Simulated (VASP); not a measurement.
Set up this calculation in VASP 6.6.1, as the native input.

| Item | Value |
| --- | --- |
| Task | single point |
| Functional | PBEsol |
| Potentials or basis | VASP PAW PBE potentials, release 64 (Ni) |
| Cutoff | 520 eV |
| k mesh | 20 × 20 × 20 |
| Occupations | gaussian, width 0.1 eV |
| Spin | collinear spin, ferromagnetic start |
| Starting moments | [0.8] μB |
| Further INCAR settings | ALGO = Normal; EDIFF = 1e-07; NBANDS = 15 |

The structure of Ni lies in POSCAR:

```
Ni                                      
1.0
    0.0000000000      1.6960533911      1.6960533911
    1.6960533911     -0.0000000000      1.6960533911
    1.6960533911      1.6960533911     -0.0000000000
  Ni            
     1
Direct
     0.0000000000000000    0.0000000000000000    0.0000000000000000
```

The cell isn't the ideal one: a relaxed cell with its volume scaled by 0.94.

The input as run:

INCAR

```
SYSTEM = Ni
ALGO = Normal
EDIFF = 1E-7
ENCUT = 520
GGA = PS
ISIF = 2
ISMEAR = 0
ISPIN = 2
LASPH = .True.
LCHARG = .False.
LMAXMIX = 4
LORBIT = 11
LREAL = .False.
LWAVE = .False.
MAGMOM = 0.8
NBANDS = 15
NELM = 150
PREC = Accurate
SIGMA = 0.1
```

KPOINTS

```
k-points
0
Gamma
  20 20 20
  0 0 0
```

Potentials or basis: VASP PAW PBE potentials, release 64 (Ni).

The run is started by

```bash
$ cat potpaw_PBE.64/Ni/POTCAR > POTCAR
$ mpirun -np 1 vasp_std > vasp.out
```

Results of the run:

```
Pressure                                              : 16.4 GPa
Band gap on the k mesh                                : none (metal or under the smearing width)
Net moment                                            : 0.61 μB per cell
Site moments                                          : Ni +0.61 μB
Valence electrons inside the program's atomic spheres : Ni 9.53
```

Caveat: so large a pressure means that the cell lies far from this level's equilibrium, or that cutoff or potentials fall short; the potentials were made for another functional, which shifts forces and pressure.

Wall time 36 s on 1 thread of Intel(R) Xeon(R) 6975P-C (Granite Rapids), with other jobs on the host, peak memory 0.17 GiB.
